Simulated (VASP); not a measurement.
Wanted: the native input for a VASP 6.6.1 run.

| Property | Result |
| --- | --- |
| Task | relaxation of cell and atoms |
| Functional | PBEsol |
| Potentials or basis | VASP PAW PBE potentials, release 64 (Hg, Te) |
| Cutoff | 600 eV |
| k mesh | 10 × 10 × 10 |
| Occupations | gaussian, width 0.03 eV |
| Spin | no spin polarisation |
| Further INCAR settings | ALGO = Normal; EDIFF = 1e-06; IBRION = 2; EDIFFG = -0.01; NSW = 90; ISIF = 3 |

The structure of HgTe (Coloradoite) lies in POSCAR:

```
HgTe
1.0
    0.0000000000      3.2145000000      3.2145000000
    3.2145000000      0.0000000000      3.2145000000
    3.2145000000      3.2145000000      0.0000000000
Hg Te
1 1
Direct
    0.0000000000      0.0000000000      0.0000000000
    0.2500000000      0.2500000000      0.2500000000
```

These files were run (other wordings do the same):

INCAR

```
ALGO = Normal ; EDIFF = 1E-6
EDIFFG = -0.01 ; ENCUT = 600
GGA = PS ; IBRION = 2
ISIF = 3 ; ISMEAR = 0
LASPH = True ; LCHARG = False
LREAL = False ; LWAVE = False
NELM = 80 ; NSW = 90
PREC = Accurate ; SIGMA = 0.03
```

KPOINTS

```
k-points
0
Gamma
  10 10 10
```

Potentials or basis: VASP PAW PBE potentials, release 64 (Hg, Te).

The run is started by

```sh
$ cat potpaw_PBE.64/Hg/POTCAR potpaw_PBE.64/Te/POTCAR > POTCAR
$ mpirun -np 1 vasp_std > vasp.out
```

Results of the run:

```yaml
Relaxed_volume: 34.58 Å³/atom
Relaxed_cell: a = 4.608 Å, b = 4.608 Å, c = 4.608 Å, α = 60.00°, β = 60.00°, γ = 60.00°
Space_group_after_relaxing_to_0.05_Å: F-43m (No. 216)
Energy_gained_by_relaxing: 7.7 meV/atom
Ionic_steps: 3
Pressure_after_relaxing: 0.0 GPa
Band_gap_on_the_k_mesh: none (metal or under the smearing width)
```

Caveat: the PAW data sets were made with another functional, which shifts forces and pressure a little.

Wall time 120 s on 1 thread of AMD EPYC 7R13 Processor (Zen 3), on a shared host, peak memory 0.22 GiB.
